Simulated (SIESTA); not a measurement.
## K in SIESTA: the effect of functional

The system is K.

```
K
1.0
     4.67231    0.00000    0.00000
    -1.55744    4.40509    0.00000
    -1.55744   -2.20255    3.81492
K
1
Direct
  0.00000 0.00000 0.00000
```

Alike in all runs:

```yaml
Program: SIESTA 5.4.2
Task: relaxation of cell and atoms
Basis: DZP (energy shift 0.003 Ry; two zetas on semicore shells; d shell added on K)
Grid_cutoff: 800 Ry
Energy_shift: 0.003 Ry
k_mesh: 7 × 7 × 7
Occupations: fermi-dirac, width 0.05 eV
Spin: no spin polarisation
```

Each run relaxes the cell or the atoms first.

| functional | potentials or basis | relaxed volume (Å³/atom) |
| --- | --- | --- |
| LDA | PseudoDojo 0.4 standard (LDA files) | 63.84 |
| PBEsol | PseudoDojo 0.4 standard (PBEsol files) | 69.87 |
| AM05 | PseudoDojo 0.4 standard (PBEsol files) | 73.60 |
| WC | PseudoDojo 0.4 standard (PBEsol files) | 71.59 |
| PBE | PseudoDojo 0.4 standard (PBE files) | 73.02 |
| PW91 | PseudoDojo 0.4 standard (PBE files) | 72.89 |
| revPBE | PseudoDojo 0.4 standard (PBE files) | 78.52 |
| RPBE | PseudoDojo 0.4 standard (PBE files) | 79.02 |
| BLYP | PseudoDojo 0.4 standard (PBE files) | ? |

Problem. What does the run with functional BLYP give?

Solution. Relaxed volume 75.06 Å³/atom.

Caveats: the basis of atomic orbitals isn't converged, which shifts pressures, moduli and gaps; the potentials were made for another functional, which shifts forces and pressure (some runs); the volume moved by over 15 % at a fixed basis, so the end points are rough (some runs); the relaxation stopped at its first step, so nothing moved (some runs).
